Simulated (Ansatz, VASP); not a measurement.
# Sr in VASP and in Ansatz

```
Sr
1.0
    -2.40221    2.40221    2.40221
     2.40221   -2.40221    2.40221
     2.40221    2.40221   -2.40221
Sr
1
Direct
  0.00000 0.00000 0.00000
```

Alike in both runs: task electric field gradients; functional LDA; k mesh 10 × 10 × 10; occupations fermi-dirac, width 0.05 eV; no spin polarisation.

```csv
,VASP,Ansatz
version,VASP 6.6.1,Ansatz 0.2.0
potentials or method,"VASP PAW LDA potentials, release 64 (Sr_sv)","PAW with Ansatz's default frozen-core files, scalar-relativistic"
plane-wave cutoff (eV),520,420
valence electrons in the cell,10,10
```

```tsv
	VASP	Ansatz	Ansatz less VASP
pressure (GPa)	-1.6	-1.6	+0.01
Vzz of the field gradient on the site that differs most (V/Å²)	0.0	0.0	0.00
```

Ansatz warned: «gradients_without_spin_orbit».
